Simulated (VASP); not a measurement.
# A VASP 6.6.1 single-point calculation on NaF

INCAR

```
ENCUT = 520
NSW = 0
PREC = Accurate
MAXMIX = 5
ISIF = 2
LWAVE = .FALSE.
LREAL = .FALSE.
ALGO = Normal
SIGMA = 0.01
METAGGA = R2SCAN
ISMEAR = 0
IBRION = -1
NBANDS = 47
LCHARG = .FALSE.
LASPH = .TRUE.
NELM = 87
EDIFF = 1E-7
```

KPOINTS

```
KPOINTS created by Atomic Simulation Environment
0
Gamma
10 10 10
0 0 0
```

POSCAR

```
Na F
 1.0000000000000000
     0.0000000000000000    2.4010000772000000    2.4010000772000000
     2.4010000772000000    0.0000000000000000    2.4010000772000000
     2.4010000772000000    2.4010000772000000    0.0000000000000000
 Na  F
   1   1
Cartesian
  0.0000000000000000  0.0000000000000000  0.0000000000000000
  2.4010000772000000  2.4010000772000000  2.4010000772000000
```

The recommended PBE PAW datasets give the neutral cell 14 valence electrons.

Command

```
mpirun -np 1 vasp_std
```

OSZICAR

```
N       E                     dE             d eps       ncg     rms          rms(c)
DAV:   1     0.143474825033E+03    0.14347E+03   -0.46658E+03  4865   0.359E+02
DAV:   2    -0.645971928574E+01   -0.14993E+03   -0.13445E+03  4683   0.156E+02
DAV:   3    -0.160488030259E+02   -0.95891E+01   -0.94858E+01  5306   0.334E+01
DAV:   4    -0.161224543682E+02   -0.73651E-01   -0.73633E-01  5169   0.281E+00
DAV:   5    -0.161225498295E+02   -0.95461E-04   -0.95461E-04  4941   0.108E-01    0.482E+00
DAV:   6    -0.125050805388E+02    0.36175E+01   -0.67305E-01  5016   0.367E+00    0.150E+00
DAV:   7    -0.125139251475E+02   -0.88446E-02   -0.12578E-01  5219   0.161E+00    0.129E+00
DAV:   8    -0.125508096123E+02   -0.36884E-01   -0.11006E-01  4698   0.149E+00    0.100E+00
DAV:   9    -0.125296842637E+02    0.21125E-01   -0.41537E-02  5609   0.105E+00    0.791E-02
DAV:  10    -0.125298035688E+02   -0.11931E-03   -0.13718E-03  4833   0.123E-01    0.418E-02
DAV:  11    -0.125298104636E+02   -0.68947E-05   -0.40720E-05  5192   0.256E-02    0.148E-02
DAV:  12    -0.125298128768E+02   -0.24132E-05   -0.37158E-06  4810   0.858E-03    0.810E-03
DAV:  13    -0.125298096402E+02    0.32365E-05   -0.28752E-06  4924   0.765E-03    0.112E-03
DAV:  14    -0.125298092576E+02    0.38269E-06   -0.25427E-07  5300   0.176E-03    0.537E-04
DAV:  15    -0.125298091916E+02    0.65971E-07   -0.22178E-09  3181   0.264E-04
   1 F= -.12529809E+02 E0= -.12529809E+02  d E =0.000000E+00
```

From OUTCAR

```
k-points           NKPTS =     47   k-points in BZ     NKDIM =     47   number of bands    NBANDS=     47

   NELECT =      14.0000    total number of electrons

   dimension x,y,z NGX =    28 NGY =   28 NGZ =   28
   dimension x,y,z NGXF=    56 NGYF=   56 NGZF=   56

  energy-cutoff  :      520.00
  volume of cell :       27.68
      direct lattice vectors                 reciprocal lattice vectors
     0.000000000  2.401000077  2.401000077    -0.208246557  0.208246557  0.208246557
     2.401000077  0.000000000  2.401000077     0.208246557 -0.208246557  0.208246557
     2.401000077  2.401000077  0.000000000     0.208246557  0.208246557 -0.208246557

 k-points in reciprocal lattice and weights: KPOINTS created by Atomic Simulation Env
   0.00000000  0.00000000  0.00000000       0.001
   0.10000000  0.00000000  0.00000000       0.008
   0.20000000  0.00000000  0.00000000       0.008
   0.30000000  0.00000000  0.00000000       0.008
   0.40000000  0.00000000  0.00000000       0.008
   0.50000000  0.00000000  0.00000000       0.004
   0.10000000  0.10000000  0.00000000       0.006
   0.20000000  0.10000000  0.00000000       0.024
   ...

 E-fermi :  -2.8548

 k-point     1 :       0.0000    0.0000    0.0000
  band No.  band energies     occupation
      1     -23.2655      2.00000
      2     -22.9698      2.00000
      3     -22.9694      2.00000
      4     -22.9694      2.00000
      5      -3.1282      2.00000
      6      -3.1281      2.00000
      7      -3.1281      2.00000
      8       3.4798      0.00000
      9      15.8834      0.00000
     10      15.8834      0.00000
     11      15.8834      0.00000
     12      18.2684      0.00000
     13      20.8277      0.00000
     14      20.8277      0.00000
     15      23.4773      0.00000
     16      23.4773      0.00000
     17      23.4787      0.00000
     18      29.9897      0.00000
     19      29.9901      0.00000
     20      29.9901      0.00000
     21      34.3153      0.00000
     22      36.8656      0.00000
     23      43.2589      0.00000
     24      43.2589      0.00000
     25      43.2595      0.00000
     26      43.8662      0.00000
     27      47.5566      0.00000
     28      47.5566      0.00000
     29      48.4389      0.00000
     30      48.4400      0.00000
     31      48.4400      0.00000
     32      55.8292      0.00000
     33      55.8292      0.00000
     34      59.9058      0.00000
     35      59.9058      0.00000
     36      59.9063      0.00000
     37      61.4780      0.00000
     38      61.4780      0.00000
     39      61.4781      0.00000
     40      66.5160      0.00000
     41      66.5162      0.00000
     42      66.5162      0.00000
     43      67.6965      0.00000
     44      67.7069      0.00000
     45      67.7091      0.00000
     46      67.7091      0.00000
     47      69.4933      0.00000

 ...

  Total       -1.0293896     -1.0293896     -1.0293896     -0.0000000      0.0000000      0.0000000
  in kB      -59.5777127    -59.5777127    -59.5777127     -0.0000000      0.0000000      0.0000000
  external PRESSURE =     -59.5777127 kB  Pullay stress =       0.0000000 kB

 POSITION                                       TOTAL-FORCE (eV/Angst)
 -----------------------------------------------------------------------------------
      0.00000      0.00000      0.00000         0.000000      0.000000      0.000000
      2.40100      2.40100      2.40100        -0.000000     -0.000000     -0.000000
 -----------------------------------------------------------------------------------
    total drift:                                0.000000      0.000000      0.000000

  FREE ENERGIE OF THE ION-ELECTRON SYSTEM (eV)
  ---------------------------------------------------
  free  energy   TOTEN  =       -12.5298091916 eV

  energy  without entropy=      -12.5298091916  energy(sigma->0) =      -12.52980919
```

It converged. Results: gap between bands v and c on the k mesh 6.61 eV; least direct gap on the k mesh 6.61 eV; pressure -6.0 GPa. Band v is the last that the valence electrons fill when counted band by band, and c is the next.

For comparison, a separate r²SCAN run of the intended cell, on usual settings and not on those above, gives a gap of 6.61 eV on its mesh and a pressure of -6.0 GPa.

The run above took about 4.2 min on one core of a shared host (Intel Xeon Platinum 8488C) and held 0.18 GiB at most.
